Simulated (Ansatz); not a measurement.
Level of theory: DFT PBE, scalar-relativistic, plane waves, PAW (Ansatz 0.2.0). Settings: cutoff 420 eV, Γ-centred meshes spaced at most about 0.3 Å⁻¹ (2π included), Gaussian smearing. No spin polarisation.

Each guess is relaxed in cell and atoms at zero pressure, on a coarse mesh first where it starts far from rest and then on a converged one. The steps can't lower the symmetry of the start, but it can rise. Energies are static (0 K, no zero-point motion).

Two unrelaxed guesses for ZrSi3O8:

A.

```
Zr Si O
1.0
     3.62746   -5.13000    0.00000
     3.62746    5.13000    0.00000
     0.00000    0.00000    3.62746
Zr Si O
1 3 8
Direct
  0.50000 0.50000 0.50000
  0.00000 0.50000 0.00000
  0.00000 0.00000 0.50000
  0.50000 0.00000 0.00000
  0.87500 0.62500 0.50000
  0.87500 0.12500 0.00000
  0.37500 0.62500 0.00000
  0.37500 0.12500 0.50000
  0.62500 0.87500 0.50000
  0.62500 0.37500 0.00000
  0.12500 0.87500 0.00000
  0.12500 0.37500 0.50000
```

B.

```
Zr Si O
1.0
     4.11585    0.00000    0.00000
     0.00000    4.49953    0.00000
     0.00000    0.00000    7.28994
Zr Si O
1 3 8
Direct
  0.00000 0.00000 0.00000
  0.00000 0.50000 0.00000
  0.50000 0.00000 0.50000
  0.50000 0.50000 0.50000
  0.20900 0.75000 0.89000
  0.70900 0.25000 0.39000
  0.79100 0.25000 0.89000
  0.29100 0.75000 0.39000
  0.70900 0.75000 0.61000
  0.20900 0.25000 0.11000
  0.29100 0.25000 0.61000
  0.79100 0.75000 0.11000
```

Question: Which guess leads to the lower structure, and by how much?

Answer: B ends lower, by 0.38 eV/atom. A: Cmmm at 11.3 Å³/atom → Cmmm at 10.5 Å³/atom; B: P222 at 11.3 Å³/atom → P222 at 14.4 Å³/atom. Counting O atoms around Si and Zr (those within 1.25 times the shortest such distance or 1.15 times the sum of covalent radii; a plus sign parts nearer from farther groups), the end of A has Zr 4+4, Si 4 and the end of B has Zr 4, Si 4. The end of B holds Si–Si chains (shortest 2.53 Å); in the end of A the shortest Si–Si distance is 2.76 Å, near bonding range too. End of A. Conventional cell: a = 5.530 Å, b = 10.088 Å, c = 4.519 Å. Zr has 4 O at 2.01 Å, 4 O at 2.62 Å and 2 Si at 2.76 Å; Si on a site of symmetry 2/m is surrounded by 4 O at 1.75–1.82 Å; around O on a site of symmetry m lie 1 Si at 1.71 Å and 1 Zr at 2.01 Å; 3 more sites not described. End of B. Conventional cell: a = 5.051 Å, b = 5.822 Å, c = 5.863 Å. Zr has 4 O at 1.97 Å and 2 Si at 2.53 Å; around Si on its first site lie 4 O at 1.65 Å and 2 Zr at 2.53 Å; O on its first site has 1 Si at 1.65 Å and 1 Zr at 1.97 Å; 3 more sites not described.

Ends held by symmetry can be saddle points. Neither end is the lowest form computed: that has Zr and Si ordered on rutile sites, space group Cmmm (No. 65) and lies 203 meV/atom below the better end. Weakly bound directions are ill-defined at this level, which has no dispersion term (P222), and this can change margins and order among such cells. Some types were kept out of the candidates beforehand, so the set may lack a known form.
